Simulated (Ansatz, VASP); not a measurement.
**Si in VASP and in Ansatz**

```
Si
1.0
     0.00000    2.69287    2.69287
     2.69287    0.00000    2.69287
     2.69287    2.69287    0.00000
Si
2
Direct
  0.75000 0.75000 0.75000
  0.50000 0.50000 0.50000
```

Alike in both runs: task single point; functional HSE06; k mesh 6 × 6 × 6; occupations gaussian, width 0.02 eV; no spin polarisation.

```csv
,VASP,Ansatz
version,VASP 6.6.1,Ansatz 0.2.0
potentials or method,"VASP PAW PBE potentials, release 64 (Si)","scalar-relativistic, plane waves, PAW"
plane-wave cutoff (eV),520,420
valence electrons in the cell,8,8
```

```tsv
	VASP	Ansatz	Ansatz less VASP
gap on the k mesh at the Fermi level (eV)	1.24	1.23	-0.013
least direct gap on the mesh (eV)	3.34	3.33	-0.011
pressure (GPa)	2.8	3.2	+0.37
```

The functional is the same, so the differences come from potentials, cutoffs and numerics. Ansatz warned: «stress_exchange_threshold_loose».

Caveats: the PAW data sets were made with another functional, which shifts forces and pressure a little (VASP). A k mesh can miss the band edges.
